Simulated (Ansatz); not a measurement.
# InSb: reading a single point

```
In Sb
1.0
     6.08242    0.00000    0.00000
     0.06582    6.08206    0.00000
     0.06582    0.06511    6.08172
In Sb
4 4
Direct
  0.00000 0.00000 0.00000
  0.50000 0.50000 0.00000
  0.00000 0.50000 0.50000
  0.50000 0.00000 0.50000
  0.50000 0.50000 0.50000
  0.00000 0.00000 0.50000
  0.50000 0.00000 0.00000
  0.00000 0.50000 0.00000
```

The numbers come from plane-wave PAW DFT (Ansatz): r2SCAN, no spin polarisation, 500 eV, 4×4×4 Γ-centred k points, cold occupations (width 0.0186 eV). Nothing was relaxed.

**Question.** What happens at the Fermi level?

**Answer.** It is a metal, with about 5.3 states/eV a cell as the mean within 0.25 eV of the Fermi level, mostly Sb p (63 %) and In p (19 %).

**Question.** How is the charge shared?

**Answer.** Bader charges in e: In +0.45, Sb -0.45. In the mean In gives up most and Sb takes most.

**Question.** What does the stress say?

**Answer.** The pressure is 0.7 GPa (compression positive), so with the atoms held at these fractions the cell would first expand. The principal stresses -0.1, -0.1, 2.2 GPa differ, so its shape would change too.

**Question.** Is it stable against the elements?

**Answer.** -0.01 eV an atom against the elements' usual phases (free molecules for gases, crystals otherwise, with no correction for O₂ or N₂), too near zero to call. Relaxing would lower it.

**Question.** What do density and ELF say about some of the short contacts?

**Answer.** In–Sb at 3.04 Å: least valence density 0.24 e/Å³ and ELF 0.47 there. Both are smooth PAW fields, read partly inside the augmentation spheres.

Origin: a known structure type with other elements, at an estimated volume, so it need not be a known compound.
